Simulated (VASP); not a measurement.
Write the native input for VASP 6.6.1 that does the following.

```yaml
Task: single point
Functional: PBE
Potentials_or_basis: VASP PAW PBE potentials, release 64 (Si_GW)
Cutoff: 450 eV
k_mesh: 7 × 7 × 7
Occupations: gaussian, width 0.02 eV
Spin: no spin polarisation
Further_INCAR_settings: ALGO = Fast; EDIFF = 1e-06
```

The structure of Si lies in POSCAR:

```
Si
1.0
   -2.3713723045      2.3713723045      1.3292653899
    2.3713723045     -2.3713723045      1.3292653899
    2.3713723045      2.3713723045     -1.3292653899
Si
2
Direct
    0.5000000000      0.5000000000      0.0000000000
    0.2500000000      0.7500000000      0.5000000000
```

This isn't the form of Si at room conditions, which is diamond.

These files were run (other wordings do the same):

INCAR

```
PREC     = Accurate       # precision mode
ENCUT    = 450            # plane-wave cutoff, eV
EDIFF    = 1E-6           # SCF threshold, eV
ISMEAR   = 0              # smearing method
SIGMA    = 0.02           # smearing width, eV
LREAL    = F              # projectors in reciprocal space
LASPH    = T              # aspherical terms in the spheres
NELM     = 60             # most SCF steps
ALGO     = Fast           # electronic algorithm
ISIF     = 2              # what is computed and relaxed
LWAVE    = F              # write WAVECAR
LCHARG   = F              # write CHGCAR
GGA      = PE             # functional
```

KPOINTS

```
regular mesh
0
Gamma
  7 7 7
```

Potentials or basis: VASP PAW PBE potentials, release 64 (Si_GW).

Run with:

```bash
$ cat potpaw_PBE.64/Si_GW/POTCAR > POTCAR
$ mpirun -np 1 vasp_std > vasp.out
```

It gave:

```yaml
Pressure: 3.3 GPa
Band_gap_on_the_k_mesh: none (metal or under the smearing width)
```

Caveat: the k mesh is coarse (spacing up to 0.39 Å⁻¹), so the values aren't converged.

It took 12 s on 1 thread of Intel(R) Xeon(R) Platinum 8259CL CPU @ 2.50GHz (Skylake/Cascade Lake), with other jobs on the host, peak memory 0.15 GiB.
